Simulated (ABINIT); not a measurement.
Crystal: Ru.

```
Ru
1.0
     2.70580    0.00000    0.00000
    -1.35290    2.34329    0.00000
     0.00000    0.00000    4.28190
Ru
2
Direct
  0.66667 0.33333 0.75000
  0.33333 0.66667 0.25000
```

Base run:

| Property | Result |
| --- | --- |
| Program | ABINIT 10.8.3 (patched build) |
| Functional | PBE |
| Potentials or basis | JTH PAW PBE v2.0 |
| Cutoff | 408 eV |
| k mesh | 11 × 11 × 6 |
| Occupations | fermi-dirac, width 0.05 eV |
| Spin | no spin polarisation |

Its results: band gap on the k mesh none (metal or under the smearing width); pressure 4.2 GPa.

The run is repeated on the same cell with these changes: functional from PBE to revPBE. What comes out?

Band gap on the k mesh none (metal or under the smearing width); pressure 7.2 GPa.

revPBE binds less tightly than PBE, so the same cell stands under more pressure.

Caveats: the PAW data sets were made with another functional, which shifts forces and pressure a little (some runs).

Not every run made on this cell is shown here.
